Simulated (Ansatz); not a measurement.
# Hf2NF2 MXene monolayer in a perpendicular field, part 2 of 2

Aim: how the Hf2NF2 MXene monolayer screens a field along its normal, and what the field does to its bands. A positive field points along +c.

Ansatz 0.2.0; plane-wave DFT, PBE-D3(BJ), Ansatz PAW.

So far. Step 2 (Relaxation): The lattice constant a goes from 3.217 to 3.184 Å.

### Step 3. Single point, field 0

A sawtooth potential applies the field, turning back in the middle of the vacuum. With the dipole correction the typed value is the field outside the slab. The induced dipole is small, so the SCF threshold is tight.

The cell differs from the one that the last finished run ended in (c 40.384 → 23.182 Å).

input.yaml

```yaml
crystal:
  lattice:
    - [3.1841879821, 0.0, 0.0]
    - [-1.592093991, 2.7575876829, 0.0]
    - [0.0, 0.0, 23.1815029875]
  atoms:
    - { symbol: F, position: [0.3333333333, 0.6666666667, 0.3882405729] }
    - { symbol: Hf, position: [0.6666666667, 0.3333333333, 0.4478793184] }
    - { symbol: "N", position: [0.0, 0.0, 0.5] }
    - { symbol: Hf, position: [0.3333333333, 0.6666666667, 0.5521206816] }
    - { symbol: F, position: [0.6666666667, 0.3333333333, 0.6117594271] }
kpoints:
  mp_grid: { grid: [18, 18, 1] }
  band_path:
    path: [[0, 0, 0], [0.5, 0, 0], [0.33333333, 0.33333333, 0], [0, 0, 0]]
    npoints: 16
hamiltonian:
  xc: pbe
  dispersion: d3bj
scf:
  occupations: { method: fermi_dirac, width: 0.02585 }
  convergence: { dr2_threshold: 1.0e-10 }
efield:
  axis: 3
  dipole_correction: true
  ramp_position: 0.97
  ramp_width: 0.06
  amplitude: 0
output:
  dos: { projected: true, e_range: [-6, 5] }
  write_potential: true
  write_density: true
  volumetric_format: npy
  elf: true
```

Run with:

```console
$ ansatz run input.yaml --threads 2 --pin off --max-ram 3072MiB --backend cpu --events-out ev --progress --plain --runs-dir out
```

Numbers of over 12 decimals in the logs are rounded to 6 here.

The program printed:

```text
[...]
Crystal: 5 atoms, lattice volume = 203.549 Å³
Basis set: ecut = 420 eV, 4013 PW (Γ)
Bands: 43, of which v1, the nominal top of the filled ones, is band 36 counted from 1 (35 counted from 0)
Symmetry: 6 space group operations
k-points: 37 of 324 (time reversal used)
[...]
SCF iter   1: F=—  HF=-33450.132709 eV  |F-HF|=—  |Δ(HF+E_count)|=         —  Δρ=4.35e-3  dr2=3.79e-2  ethr=1.77e-3  p=0.000 e·Å  D=9.99e-14 V/Å  ΔV_dip=-0.00 eV  dr2_dipole=8.59e-9  V_vac-E_F(+/−)=3.48/3.48 eV  ⟨swp⟩=7.9  Hψ=6749  notcnv=0  defer=4
efield: sawtooth ramp at fractional position 0.9700 (set: `efield.ramp_position`, or a place that a band, a saddle search or an elastic batch's reference lends), width 0.0600; the density the first Hamiltonian is built on has a dipole p = 0.000 e·Å; the dipole correction subtracts the counter field D = 9.99e-14 V/Å, which shifts the + side's vacuum level by -0.00 eV against the − side's; the planar-averaged density in the ramp window peaks in size at 1.2e-5 e/Å³
[...]
SCF iter   2: F=—  HF=-33450.131702 eV  |F-HF|=—  |Δ(HF+E_count)|=   1.01e-3  Δρ=3.44e-3  dr2=1.25e-2  ethr=5.34e-5  p=-0.000 e·Å  D=-8.32e-6 V/Å  ΔV_dip=0.00 eV  dr2_dipole=1.20e-9  V_vac-E_F(+/−)=3.31/3.31 eV  ⟨swp⟩=3.4  Hψ=3938  notcnv=0  defer=62
[...]
SCF iter  10: F=-33450.128557 eV  HF=-33450.128557 eV  |F-HF|=0.00e0  |Δ(HF+E_count)|=  3.06e-10  Δρ=6.83e-8  dr2=6.52e-12  ethr=1.00e-12  p=-0.000 e·Å  D=-1.23e-8 V/Å  ΔV_dip=0.00 eV  dr2_dipole=3.54e-15  V_vac-E_F(+/−)=3.37/3.37 eV  ⟨swp⟩=11.1  Hψ=5362  notcnv=0
SCF 1 converged in 10 iterations: F = -33450.128557 eV  dr2 = 6.52e-12
[...]
NSCF: frozen V_eff on 49 k-points
efield: sawtooth ramp at fractional position 0.9700 (kept from the solve that this one continues, or follows in the run), width 0.0600; the density the first Hamiltonian is built on has a dipole p = -0.000 e·Å; the dipole correction subtracts the counter field D = -1.23e-8 V/Å, which shifts the + side's vacuum level by +0.00 eV against the − side's; the planar-averaged density in the ramp window peaks in size at 3.1e-7 e/Å³
[...]
SCF converged after 10 iterations
Free energy (F): -33450.128557 eV
[...]
Internal energy: -33450.124534 eV  (E = F + TS)
E sigma→0 (E₀):  -33450.126545 eV
Entropy (-TS):   -0.004023 eV (-0.805 meV/atom)
Fermi energy:    3.396616 eV
Dipole field:    D = 0.000000 V/Å  (p = 0.000000 e·Å, saw-weighted, corrected)
Work function:   Φ+ = 3.3688 eV   Φ− = 3.3688 eV
Levels:          The Fermi level and band energies are counted from a zero that moves with the ramp; work functions are not
[...]
--- Band table (eV; the first three rows and the last of 37) ---
  k-point 0: bands = [... 32 lower, -2.3063, -2.3063, 2.9836, 3.0771, 3.0771, 3.5443, 4.4455, 5.4592, ... 3 higher]
  k-point 1: bands = [... 32 lower, -2.4020, -2.3221, 2.8667, 3.0240, 3.1532, 3.6834, 4.6168, 5.1667, ... 3 higher]
  k-point 2: bands = [... 32 lower, -2.6387, -2.3630, 2.4309, 3.1204, 3.3775, 4.0480, 4.7437, 5.1286, ... 3 higher]
  k-point 36: bands = [... 32 lower, -3.4260, -2.7971, 3.2232, 3.5581, 3.5581, 5.3318, 6.4925, 6.4925, ... 3 higher]
```

Run time: 20 s. Hardware: 2 threads of Intel Xeon Platinum 8375C at 2.90GHz (Ice Lake), shared host; peak memory 0.7 GiB.

The column dr2 measures how far the density is from self-consistency, as an energy; F and HF (Harris–Foulkes) agree once it is small.

Numbers from this step:

```yaml
energy_at_zero_smearing: -33450.1265 eV
work_function_upper_face: 3.369 eV
dipole_along_the_normal: 7.54e-8 e·Å
```

Running mean over a fixed 2.8 Å (it still follows the layers) of the planar mean; the ramp of the sawtooth is left out. The electron's electrostatic potential energy less the Fermi level by z:

| z (Å) | electron's electrostatic potential energy less the Fermi level (eV) |
| --- | --- |
| 3.0 | 3.37 |
| 3.5 | 3.37 |
| 4.0 | 3.37 |
| 4.5 | 3.37 |
| 5.0 | 3.37 |
| 5.5 | 3.37 |
| 6.0 | 3.36 |
| 6.5 | 3.34 |
| 7.0 | 3.19 |
| 7.5 | 2.13 |
| 8.0 | 0.206 |
| 8.5 | -2.08 |
| 9.0 | -5.31 |
| 9.5 | -8.48 |
| 10.0 | -10.7 |
| 10.5 | -11.7 |
| 11.0 | -12.3 |
| 11.5 | -12.8 |
| 12.0 | -12.6 |
| 12.5 | -11.9 |
| 13.0 | -11.1 |
| 13.5 | -9.42 |
| 14.0 | -6.53 |
| 14.5 | -3.18 |
| 15.0 | -0.543 |
| 15.5 | 1.48 |
| 16.0 | 2.96 |
| 16.5 | 3.32 |
| 17.0 | 3.36 |
| 17.5 | 3.37 |
| 18.0 | 3.37 |
| 18.5 | 3.37 |
| 19.0 | 3.37 |
| 19.5 | 3.37 |
| 20.0 | 3.37 |

The density of states has structure finer than the step of the table below, so its rows give means over 0.25 eV, whole bins alone (the curve runs from -6 to 1.99 eV). Peaks (eV: height): -5.860: 6.55, -0.650: 2.37, 1.220: 4.90, 1.330: 3.88, 1.610: 6.74, 1.690: 6.51, 1.910: 8.96.

The density of states by energy, zero at the Fermi level; means over each step:

| energy (eV) | density of states (states/eV a cell) |
| --- | --- |
| -5.75 | 1.91 |
| -5.50 | 0 |
| -5.25 | 0 |
| -5.00 | 0 |
| -4.75 | 0 |
| -4.50 | 0 |
| -4.25 | 0 |
| -4.00 | 0 |
| -3.75 | 0 |
| -3.50 | 0 |
| -3.25 | 0.271 |
| -3.00 | 0.704 |
| -2.75 | 0.757 |
| -2.50 | 0.787 |
| -2.25 | 0.849 |
| -2.00 | 0.923 |
| -1.75 | 1.24 |
| -1.50 | 0.855 |
| -1.25 | 0.554 |
| -1.00 | 0.422 |
| -0.75 | 1.06 |
| -0.50 | 1.49 |
| -0.25 | 1.43 |
| 0.00 | 1.23 |
| 0.25 | 1.16 |
| 0.50 | 1.12 |
| 0.75 | 1.22 |
| 1.00 | 1.68 |
| 1.25 | 2.87 |
| 1.50 | 3.56 |
| 1.75 | 5.41 |

Projected DOS per atom over height of the atomic layer and energy from the Fermi level. Layers: F Hf N Hf F from below.

Values in states/eV, 22 rows by 5 columns, each cell a mean:
```
0.17 2.09 0.44 2.09 0.17
0.12 1.44 0.26 1.44 0.12
0.07 0.87 0.28 0.87 0.07
0.04 0.49 0.12 0.49 0.04
0.04 0.48 0.09 0.48 0.04
0.04 0.53 0.06 0.53 0.04
0.05 0.69 0.06 0.69 0.05
0.03 0.47 0.04 0.47 0.03
0.01 0.20 0.02 0.20 0.01
0.03 0.36 0.04 0.36 0.03
0.04 0.48 0.05 0.48 0.04
0.03 0.37 0.03 0.37 0.03
0.03 0.34 0.02 0.34 0.03
0.03 0.32 0.01 0.32 0.03
0.01 0.11 0.00 0.11 0.01
0.00 0.00 0.00 0.00 0.00
0.00 0.00 0.00 0.00 0.00
0.00 0.00 0.00 0.00 0.00
0.00 0.00 0.00 0.00 0.00
0.00 0.00 0.00 0.00 0.00
0.00 0.00 0.00 0.00 0.00
0.18 0.33 1.74 0.33 0.18
```
Columns: height of the atomic layer (Å) from 9 to 14.2 (not evenly spaced); rows upwards: energy from the Fermi level (eV) from -5.96 to 1.96.

Electronic bands along the path, in eV, zero at the Fermi level:

| point | band 32 | band 33 | band 34 | band 35 | band 36 | band 37 | band 38 | band 39 |
| --- | --- | --- | --- | --- | --- | --- | --- | --- |
| Γ | -6.44 | -5.70 | -5.70 | -0.41 | -0.32 | -0.32 | 0.15 | 1.05 |
| halfway | -6.56 | -6.34 | -5.86 | -2.19 | 0.28 | 1.09 | 1.23 | 1.67 |
| M | -6.94 | -6.10 | -5.82 | -3.26 | 1.21 | 2.65 | 2.87 | 3.24 |
| halfway | -6.90 | -6.40 | -6.15 | -2.21 | 1.28 | 1.35 | 1.98 | 3.00 |
| K | -6.82 | -6.82 | -6.19 | -0.17 | 0.16 | 0.16 | 1.94 | 3.10 |
| halfway | -6.59 | -6.34 | -6.15 | -1.61 | -0.88 | 1.66 | 1.75 | 2.13 |
| Γ | -6.44 | -5.70 | -5.70 | -0.41 | -0.32 | -0.32 | 0.15 | 1.05 |

ELF in the ca plane at fractional y = 0.333, with atoms of Hf and F within 0.2 Å of it. It is the smooth field of the valence electrons, not physical close to the nuclei.

Values, 5 rows by 16 columns, each cell a mean:
```
0.00 0.00 0.00 0.00 0.00 0.00 0.03 0.09 0.54 0.40 0.26 0.15 0.67 0.50 0.05 0.00
0.00 0.00 0.00 0.00 0.00 0.00 0.00 0.11 0.77 0.64 0.27 0.28 0.68 0.67 0.08 0.00
0.00 0.00 0.00 0.00 0.00 0.00 0.04 0.11 0.55 0.40 0.25 0.17 0.66 0.50 0.05 0.00
0.00 0.00 0.00 0.00 0.00 0.01 0.17 0.39 0.15 0.34 0.33 0.25 0.14 0.09 0.00 0.00
0.00 0.00 0.00 0.00 0.00 0.01 0.17 0.40 0.14 0.35 0.33 0.24 0.12 0.07 0.00 0.00
```
Columns run along c (16.0 Å, from fractional 0.07 to 0.76 of the cell), rows up along a (3.2 Å). Atoms in or near the plane, at fractional coordinates: Hf at (0.45, 0.67), F at (0.61, 0.67).

Valence density in the ca plane at fractional y = 0.333, with atoms of Hf and F within 0.2 Å of it. It is the smooth field of the valence electrons, not physical close to the nuclei.

Values in e/Å³, 5 rows by 16 columns, each cell a mean:
```
 0  0  0  0  0  0  0  6  1  0  0  2  0  0  0  0
 0  0  0  0  0  0  1 21  3  0  1  7  0  0  0  0
 0  0  0  0  0  0  0  6  1  0  1  2  0  0  0  0
 0  0  0  0  0  0  0  0  0  1  0  0  0  0  0  0
 0  0  0  0  0  0  0  0  0  1  0  0  0  0  0  0
```
Columns run along c (16.0 Å, from fractional 0.13 to 0.82 of the cell), rows up along a (3.2 Å). Atoms in or near the plane, at fractional coordinates: Hf at (0.45, 0.67), F at (0.61, 0.67).

Electrostatic potential energy in the ca plane at fractional y = 0.333, with atoms of Hf and F within 0.2 Å of it. With pseudopotentials it is smooth inside the atoms' cores, unlike the true potential.

Ten even steps from '0' (-37 eV) to '9' (7 eV), each cell a mean:
```
99999999999999999999875323688877887899999999
99999999999999999999862000278888840169999999
99999999999999999999861010168988810049999999
99999999999999999999862000378888851179999999
99999999999999999999986334688877788899999999
99999999999999999999988777888755678999999999
99999999999999999999998888887644678999999999
99999999999999999999988777888765688999999999
```
Columns run along c (16.0 Å, from fractional 0.07 to 0.76 of the cell; values clipped at the 3rd and 97th percentile), rows up along a (3.2 Å). Atoms in or near the plane, at fractional coordinates: Hf at (0.45, 0.67), F at (0.61, 0.67).

The work function of the upper face is 3.37 eV.

### Step 4. Single point, field 0.1 V/Å

Edit input.yaml of step 3 so:

```diff
@@ -27,5 +27,4 @@
   ramp_width: 0.06
-  amplitude: 0
+  amplitude: 0.1
 output:
-  dos: { projected: true, e_range: [-6, 5] }
   write_potential: true
@@ -33,2 +32 @@
   volumetric_format: npy
-  elf: true
```

The program printed:

```text
[...]
Crystal: 5 atoms, lattice volume = 203.549 Å³
Basis set: ecut = 420 eV, 4013 PW (Γ)
Bands: 43, of which v1, the nominal top of the filled ones, is band 36 counted from 1 (35 counted from 0)
Symmetry: 6 space group operations
k-points: 37 of 324 (time reversal used)
[...]
k-point 0: bands = [... 32 lower, -2.3067, -2.3067, 2.9830, 3.0767, 3.0767, 3.5422, 4.4445, 5.4464, ... 3 higher]
  k-point 1: bands = [... 32 lower, -2.4024, -2.3225, 2.8662, 3.0234, 3.1527, 3.6811, 4.6153, 5.1640, ... 3 higher]
  k-point 2: bands = [... 32 lower, -2.6390, -2.3634, 2.4304, 3.1199, 3.3771, 4.0450, 4.7423, 5.1278, ... 3 higher]
  k-point 36: bands = [... 32 lower, -3.4210, -2.7976, 3.2227, 3.5562, 3.5590, 5.3313, 6.4871, 6.4968, ... 3 higher]
[key lines of the parts left out:]
SCF converged after 12 iterations
Free energy (F): -33450.129895 eV
Fermi energy:    3.396109 eV
Dipole field:    D = 0.023795 V/Å  (p = 0.026766 e·Å, saw-weighted, corrected)
```

It took 22 s on 2 threads; peak memory 0.66 GiB; 43 s of CPU time.

The dipole is 0.0268 e·Å.

### Step 5. Atoms held, field -0.1 V/Å

Edit input.yaml of step 4 so:

```diff
@@ -27,3 +27,3 @@
   ramp_width: 0.06
-  amplitude: 0.1
+  amplitude: -0.1
 output:
```

The program printed:

```text
[...]
Crystal: 5 atoms, lattice volume = 203.549 Å³
Basis set: ecut = 420 eV, 4013 PW (Γ)
Bands: 43, of which v1, the nominal top of the filled ones, is band 36 counted from 1 (35 counted from 0)
Symmetry: 6 space group operations
k-points: 37 of 324 (time reversal used)
[...]
k-point 0: bands = [... 32 lower, -2.3067, -2.3067, 2.9830, 3.0767, 3.0767, 3.5422, 4.4445, 5.4464, ... 3 higher]
  k-point 1: bands = [... 32 lower, -2.4024, -2.3225, 2.8662, 3.0234, 3.1527, 3.6811, 4.6153, 5.1640, ... 3 higher]
  k-point 2: bands = [... 32 lower, -2.6390, -2.3634, 2.4304, 3.1199, 3.3771, 4.0450, 4.7423, 5.1278, ... 3 higher]
  k-point 36: bands = [... 32 lower, -3.4210, -2.7976, 3.2227, 3.5562, 3.5590, 5.3313, 6.4871, 6.4968, ... 3 higher]
[key lines of the parts left out:]
SCF converged after 12 iterations
Free energy (F): -33450.129895 eV
Fermi energy:    3.396110 eV
Dipole field:    D = -0.023795 V/Å  (p = -0.026766 e·Å, saw-weighted, corrected)
```

The job ended after 22 s (2 threads; peak memory 0.69 GiB; 43 s of CPU time).

The dipole is -0.0268 e·Å.

### Step 6. Response, atoms held

This step: plane-wave DFT, PBE-D3(BJ), Ansatz PAW; response to a field along the normal, atoms held (Ansatz 0.2.0).

The dipoles give the slope, and the difference of two potentials shows where the field is screened.

This step gave:

```yaml
equivalent_conductor_thickness_p_eps_0ae: 5.516 Å
distance_between_the_outer_atoms: 5.182 Å
```

Dipole of the cell against applied field:

| applied field (V/Å) | dipole of the cell (e·Å) |
| --- | --- |
| -0.1000 | -0.0268 |
| 0.0000 | 7.5e-8 |
| 0.1000 | 0.0268 |

Local field over the applied field, running mean. From the potentials at -0.1 and 0.1 V/Å; running mean over 2.5 Å. Local field over applied field against z:

| z (Å) | local field over applied field |
| --- | --- |
| 4.06 | 1.000 |
| 4.49 | 1.000 |
| 4.93 | 0.999 |
| 5.22 | 0.999 |
| 5.65 | 0.997 |
| 6.09 | 0.992 |
| 6.52 | 0.981 |
| 6.95 | 0.950 |
| 7.24 | 0.911 |
| 7.68 | 0.823 |
| 8.11 | 0.713 |
| 8.55 | 0.588 |
| 8.98 | 0.455 |
| 9.42 | 0.319 |
| 9.71 | 0.241 |
| 10.14 | 0.149 |
| 10.58 | 0.0782 |
| 11.01 | 0.0289 |
| 11.45 | 3.3e-4 |
| 11.74 | 3.3e-4 |
| 12.17 | 0.0289 |
| 12.60 | 0.0782 |
| 13.04 | 0.149 |
| 13.47 | 0.241 |
| 13.76 | 0.319 |
| 14.20 | 0.455 |
| 14.63 | 0.588 |
| 15.07 | 0.713 |
| 15.50 | 0.823 |
| 15.94 | 0.911 |
| 16.23 | 0.950 |
| 16.66 | 0.981 |
| 17.10 | 0.992 |
| 17.53 | 0.997 |
| 17.97 | 0.999 |
| 18.26 | 0.999 |
| 18.69 | 1.000 |
| 19.12 | 1.000 |

Electrons, planar mean, per unit field. The induced electron density by z:

z (Å), induced electron density (e/Å³ per V/Å) and a bar from the least value:
```
     4.06    0.00000 ###############
     4.49    0.00000 ###############
     4.93    0.00000 ###############
     5.22    0.00001 ###############
     5.65    0.00001 ###############
     6.09    0.00003 ###############
     6.52    0.00008 ###############
     6.95    0.00021 ################
     7.24    0.00040 #################
     7.68    0.00106 #####################
     8.11    0.00241 ############################
     8.55    0.00287 ##############################
     8.98    0.00152 #######################
     9.42    0.00090 ####################
     9.71    0.00090 ####################
    10.14    0.00163 ########################
    10.58    0.00085 ###################
    11.01    0.00038 #################
    11.45    0.00028 ################
    11.74   -0.00028 ##############
    12.17   -0.00038 #############
    12.60   -0.00085 ###########
    13.04   -0.00163 ######
    13.47   -0.00090 ##########
    13.76   -0.00090 ##########
    14.20   -0.00152 #######
    14.63   -0.00287 
    15.07   -0.00241 ##
    15.50   -0.00106 #########
    15.94   -0.00040 #############
    16.23   -0.00021 ##############
    16.66   -0.00008 ###############
    17.10   -0.00003 ###############
    17.53   -0.00001 ###############
    17.97   -0.00001 ###############
    18.26    0.00000 ###############
    18.69    0.00000 ###############
    19.12    0.00000 ###############
```

By hand: between -0.1 and 0.1 V/Å the dipole changes by 0.05353 e·Å, a slope of 0.2677 e·Å²/V. A perfect conductor of thickness t has p = ε₀AEt, so t = 180.95 × 0.2677 / 8.781 = 5.52 Å (e/ε₀ = 180.95 V·Å, A in Å²).

The induced dipole is that of a conductor 5.52 Å thick.

### Step 7. Results

```json
{
 "gap without field": "none",
 "work function, upper face": "3.37 eV",
 "equivalent conductor thickness, atoms held": "5.52 Å"
}
```

What this shows: The induced dipole equals that of a perfect conductor 5.52 Å thick, while the outer atoms lie 5.18 Å apart. There is no gap over 0.03 eV, with or without the field. The first relaxation ran with spin and lost its moment, and the later runs have none; other magnetic states were not tried. Spin-orbit coupling is left out, which matters for the bands of elements this heavy. The MXene's terminations sit over the metal atoms of its far layer; the site over carbon or nitrogen, which some compounds prefer, was not run.

[Logs are printed without paths, hosts, clocks, repeated set-up lines and the standing remarks that a program may print on its own settings, such as how far it seeks lower states.]

[Hosts, paths, dates, database ids (printed as entryN), source tags and the programs' standing remarks are cut or masked in the printed files.]

[Maps of the electrostatic potential energy from Ansatz leave out the sawtooth potential of an applied field or a dipole correction, so their vacuum need not be flat; planar profiles and work functions include it.]

[The density of states shown here was stored with 400 of the rows of the run's finer table, so its peaks can read low, often by over a quarter, or be missed, and its means over a window can be off by a tenth or more.]
